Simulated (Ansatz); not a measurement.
## AlN: moving N off its site

AlN, P6_3mc, a = 3.130 Å, c = 5.018 Å. Ansatz: PBE, PAW, 420 eV, Γ-centred 12×12×6 mesh on 4 atoms, Gaussian smearing 0.05 eV; no spin polarisation.

```
CELL_PARAMETERS angstrom
3.13024 0.00000 0.00000
-1.56512 2.71087 0.00000
0.00000 0.00000 5.01798
ATOMIC_POSITIONS crystal
Al 0.33333 0.66667 0.00173
Al 0.66667 0.33333 0.50173
N 0.33333 0.66667 0.38327
N 0.66667 0.33333 0.88327
```

Atom 3 (N) moves by x along the unit vector (0.577, 0.577, 0.577), with its periodic images; all else is held. y is the free energy of the cell over the start, F the force along the path summed over the moved atoms.

| x (Å) | y (meV) | F (eV/Å) |
| --- | --- | --- |
| -0.200 | ? | ? |
| -0.150 | 178.7 | 2.35 |
| -0.100 | 80.0 | 1.59 |
| -0.050 | 20.1 | 0.80 |
| 0.000 | 0.0 | 0.00 |
| 0.050 | 20.3 | -0.82 |
| 0.100 | 81.7 | -1.64 |
| 0.150 | 184.5 | -2.47 |
| 0.175 | 251.5 | -2.89 |
| 0.200 | 328.9 | -3.31 |

Q: Fit y = c2 x² + c3 x³ + c4 x⁴ to the energies of the other rows, give the force constant, and predict energy and force of the missing row.

A: Least squares on the rows shown. y = 8096.4 x² + 857.97 x³ − 1130.6 x⁴. The force constant is 2 c2 = 16.2 eV/Å² (for all images moving together, not for a lone atom). The force −dy/dx at the missing row is 3.10 eV/Å (computed 3.09). At x = -0.200 the fit asked for gives 315.2 meV. The run gave 314.9 meV, so the fit is 0.3 meV too high, a small miss on the scale of the series.

Cost: 10 runs of about 3.3 core-minutes in all, on Arm Neoverse V1 (shared hosts).